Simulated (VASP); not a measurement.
# Ca (P6_3/mmc) in VASP: further runs, part 2 of 2

VASP 6.6.1. The steps go on from the part before.

### Step 4. Single point, PBE

INCAR

```
  PREC = Accurate
  ENCUT = 460
  EDIFF = 0.001
  ISMEAR = 1
  SIGMA = 0.1
  LREAL = F
  LASPH = T
  NELM = 100
  ALGO = Normal
  ISIF = 2
  LWAVE = F
  LCHARG = F
  GGA = PE
  NBANDS = 17
  ADDGRID = F
```

KPOINTS

```
regular mesh
0
Gamma
  12 12 7
```

POSCAR

```
Ca
1.0
    3.9800000000      0.0000000000      0.0000000000
   -1.9900000000      3.4467811071      0.0000000000
    0.0000000000      0.0000000000      6.5200000000
Ca
2
Direct
    0.6666666667      0.3333333333      0.7500000000
    0.3333333333      0.6666666667      0.2500000000
```

Potentials or basis: VASP PAW PBE potentials, release 64 (Ca_sv).

Launch:

```sh
cat potpaw_PBE.64/Ca_sv/POTCAR > POTCAR
mpirun -np 1 vasp_std > vasp.out
```

OUTCAR:

```text
PREC = Accurate
   ENCUT = 460
   EDIFF = 0.001
   ISMEAR = 1
   LREAL = F
   LASPH = T
   NELM = 100
   ISIF = 2
   GGA = PE

 Found     76 irreducible k-points:

 Following reciprocal coordinates:
            Coordinates               Weight
  0.000000  0.000000  0.000000      1.000000
  0.083333 -0.000000  0.000000      6.000000
  0.166667  0.000000  0.000000      6.000000
  0.250000  0.000000  0.000000      6.000000
  0.333333  0.000000  0.000000      6.000000
  0.416667  0.000000  0.000000      6.000000
   k-points           NKPTS =     76   k-points in BZ     NKDIM =     76   number of bands    NBANDS=     17
   number of dos      NEDOS =    301   number of ions     NIONS =      2
   total plane-waves  NPLWV =  37632
   dimension x,y,z NGX =    28 NGY =   28 NGZ =   48
   dimension x,y,z NGXF=    56 NGYF=   56 NGZF=   96
   ions per type =               2
   NGX,Y,Z   is equivalent  to a cutoff of  11.70, 11.70, 12.24 a.u.
   NGXF,Y,Z  is equivalent  to a cutoff of  23.39, 23.39, 24.48 a.u.
 SYSTEM =  unknown system
   PREC   = accura    normal or accurate (medium, high low for compatibility)
   ISTART =      0    job   : 0-new  1-cont  2-samecut
   ICHARG =      2    charge: 1-file 2-atom 10-const
   ISPIN  =      1    spin polarized calculation?
   LNONCOLLINEAR =      F non collinear calculations
   LSORBIT =      F    spin-orbit coupling
   LASPH  =      T    aspherical Exc in radial PAW
   ENCUT  =  460.0 eV  33.81 Ry    5.81 a.u.   6.96  6.96 11.40*2*pi/ulx,y,z
   NELM   =    100;   NELMIN=  2; NELMDL= -5     # of ELM steps
   EDIFF  = 0.1E-02   stopping-criterion for ELM
   LREAL  =      F    real-space projection
   EDIFFG = 0.1E-01   stopping-criterion for IOM
   NSW    =      0    number of steps for IOM
   IBRION =     -1    ionic relax: 0-MD 1-quasi-New 2-CG
   NFREE  =      0    steps in history (QN), initial steepest desc. (CG)
   ISIF   =      2    stress and relaxation
   ISYM   =      2    0-nonsym 1-usesym 2-fastsym
   POTIM  = 0.5000    time-step for ionic-motion
   TEBEG  =    0.0;   TEEND  =   0.0 temperature during run
   PSTRESS=    0.0 pullay stress
   NELECT =      20.0000    total number of electrons
   NUPDOWN=      -1.0000    fix difference up-down
   EMIN   =  10.00;   EMAX   =-10.00  energy-range for DOS
   EFERMI =   0.00;   METHOD = LEGACY
   ISMEAR =     1;   SIGMA  =   0.10  broadening in eV -4-tet -1-fermi 0-gaus
   EFERMI_NEDOS =   21; number of points for ismear=-14 and -15
   IALGO  =     38    algorithm
   IMIX   =      4    mixing-type and parameters
     AMIX     =   0.40;   BMIX     =  1.00
     AMIX_MAG =   1.60;   BMIX_MAG =  1.00
  volume/ion in A,a.u.               =      44.72       301.79
  Fermi-wavevector in a.u.,A,eV,Ry     =   0.993657  1.877740 13.433783  0.987355
  Thomas-Fermi vector in A             =   2.125555
   LORBIT       =      0    0 simple, 1 ext, 2 COOP (PROOUT), +10 PAW based schemes
   GGA     = PE    functional components
   LHFCALC =     F    Hartree Fock is set to
   AEXX    =    0.0000 exact exchange contribution
   IVDW    =     0    specifies the selected vdW correction
   LEPSILON=     F    determine dielectric tensor
   LRPA    =     F    only Hartree local field effects (RPA)
 non-spin polarized calculation
 Methfessel and Paxton  Order N= 1 SIGMA  =   0.10
  energy-cutoff  :      460.00
  volume of cell :       89.44
 maximum number of plane-waves:      2019
 NGX is ok and might be reduce to    28

 number of electron      20.0000001 magnetization

 Free energy of the ion-electron system (eV)
  ---------------------------------------------------
  ext. energy  EPLUGINS =         0.00000000
  ---------------------------------------------------
  free energy    TOTEN  =        -3.84127071 eV

  energy without entropy =       -3.84284963  energy(sigma->0) =       -3.84179702

 E-fermi :   1.8066     XC(G=0):  -7.5571

 val. band max:        1.8065405966   @ k =   0.3333   0.0000   0.0000
 cond. band min:       1.8174363056   @ k =   0.5000   0.0000   0.4286
 fundamental gap:      0.0108957090
 Fermi energy:         1.8065832324

 k-point     1 :       0.0000    0.0000    0.0000
  band No.  band energies     occupation
      1     -40.4018      2.00000
      2     -40.3917      2.00000
      3     -21.4324      2.00000
      4     -21.3421      2.00000
      5     -21.3421      2.00000
      6     -21.3266      2.00000
[... 9 lines left out ...]
     16       4.2765      0.00000
     17       4.6468      0.00000

 k-point     2 :       0.0833   -0.0000    0.0000
  band No.  band energies     occupation
      1     -40.4012      2.00000
      2     -40.3913      2.00000
      3     -21.4299      2.00000
      4     -21.3477      2.00000
      5     -21.3439      2.00000
      6     -21.3325      2.00000
[... 9 lines left out ...]
     16       4.3480      0.00000
     17       4.5703      0.00000

 k-point     3 :       0.1667    0.0000    0.0000
  band No.  band energies     occupation
      1     -40.3994      2.00000
      2     -40.3905      2.00000
      3     -21.4229      2.00000
      4     -21.3633      2.00000
      5     -21.3487      2.00000
      6     -21.3485      2.00000
[... 9 lines left out ...]
     16       4.3338      0.00000
     17       4.4194      0.00000

 k-point     4 :       0.2500    0.0000    0.0000
  band No.  band energies     occupation
      1     -40.3970      2.00000
      2     -40.3895      2.00000
      3     -21.4125      2.00000
      4     -21.3848      2.00000
      5     -21.3699      2.00000
      6     -21.3552      2.00000
[... 9 lines left out ...]
     16       4.5827      0.00000
     17       4.6432      0.00000

 k-point     5 :       0.3333    0.0000    0.0000
  band No.  band energies     occupation
      1     -40.3944      2.00000
      2     -40.3886      2.00000
      3     -21.4064      2.00000
      4     -21.4003      2.00000
      5     -21.3909      2.00000
      6     -21.3615      2.00000
[... 9 lines left out ...]
     16       4.8951      0.00000
     17       5.1334      0.00000

 k-point     6 :       0.4167    0.0000    0.0000
  band No.  band energies     occupation
      1     -40.3923      2.00000
      2     -40.3882      2.00000
      3     -21.4223      2.00000
      4     -21.4060      2.00000
      5     -21.3890      2.00000
      6     -21.3660      2.00000
[... 9 lines left out ...]
     16       5.2870      0.00000
     17       5.4927      0.00000

 [... further k-points ...]

------------------------ aborting loop because EDIFF is reached ----------------------------------------

  FORCE on cell =-STRESS in cart. coord.  units (eV):
  Direction    XX          YY          ZZ          XY          YZ          ZX
  --------------------------------------------------------------------------------------
  -------------------------------------------------------------------------------------
  Total       -0.4655524     -0.4655524     -0.4835839      0.0000000     -0.0000000      0.0000000
  in kB       -8.3393991     -8.3393991     -8.6623966      0.0000000     -0.0000000      0.0000000
  external PRESSURE =      -8.4470649 kB  Pullay stress =       0.0000000 kB

 VOLUME and BASIS-vectors are now :
 -----------------------------------------------------------------------------
  energy-cutoff  :      460.00
  volume of cell :       89.44
      direct lattice vectors                 reciprocal lattice vectors
     3.980000000  0.000000000  0.000000000     0.251256281  0.145062882  0.000000000
    -1.990000000  3.446781107  0.000000000     0.000000000  0.290125763  0.000000000
     0.000000000  0.000000000  6.520000000     0.000000000  0.000000000  0.153374233

 POSITION                                       TOTAL-FORCE (eV/Angst)
 -----------------------------------------------------------------------------------
      1.99000      1.14893      4.89000        -0.000000      0.000000      0.000000
     -0.00000      2.29785      1.63000         0.000000     -0.000000      0.000000
 -----------------------------------------------------------------------------------
    total drift:                                0.000000     -0.000000      0.000000

  FREE ENERGIE OF THE ION-ELECTRON SYSTEM (eV)
  ---------------------------------------------------
  free  energy   TOTEN  =        -3.8412707086 eV

  energy  without entropy=       -3.8428496342  energy(sigma->0) =       -3.84179702
```

OSZICAR:

```text
N       E                     dE             d eps       ncg     rms          rms(c)
DAV:   1     0.158839102842E+03    0.15884E+03   -0.95779E+03  2600   0.961E+02
DAV:   2     0.528114347818E+01   -0.15356E+03   -0.15169E+03  2937   0.296E+02
DAV:   3    -0.353767891853E+01   -0.88188E+01   -0.87673E+01  4970   0.510E+01
DAV:   4    -0.384194780943E+01   -0.30427E+00   -0.30384E+00  3385   0.101E+01
DAV:   5    -0.385525992454E+01   -0.13312E-01   -0.13309E-01  4307   0.141E+00    0.313E+00
DAV:   6    -0.384364769721E+01    0.11612E-01   -0.25033E-02  3476   0.146E+00    0.191E+00
DAV:   7    -0.384205436832E+01    0.15933E-02   -0.34493E-02  3217   0.191E+00    0.130E-01
DAV:   8    -0.384127070858E+01    0.78366E-03   -0.34681E-03  3312   0.498E-01
   1 F= -.38412707E+01 E0= -.38417970E+01  d E =0.157893E-02
```

stdout:

```text
POSCAR found type information on POSCAR Ca
 POSCAR found :  1 types and       2 ions
 scaLAPACK will be used
 LDA part: xc-table for (Slater+PW92), standard interpolation
 POSCAR, INCAR and KPOINTS ok, starting setup
 FFT: planning ... GRIDC
 FFT: planning ... GRID_SOFT
 FFT: planning ... GRID
 WAVECAR not read
 entering main loop
```

Wall time 26 s (1 thread of Intel Xeon 6975P-C (Granite Rapids), shared host); peak memory 0.22 GiB.

These settings aren't checked as converged: the numbers below hold their error.

Results:

```yaml
Free_energy: -3.8413 eV
Pressure: -0.8 GPa
Band_gap_on_the_k_mesh: none (metal or under the smearing width)
```

### Step 5. The reference run

An earlier run on the cell as given: functional PBE; potentials or basis VASP PAW PBE potentials, release 64 (Ca_sv); cutoff 520 eV; k mesh 8 × 8 × 4; occupations fermi-dirac, width 0.05 eV; no spin polarisation.

- Pressure: -0.8 GPa
- Band gap on the k mesh: none (metal or under the smearing width)
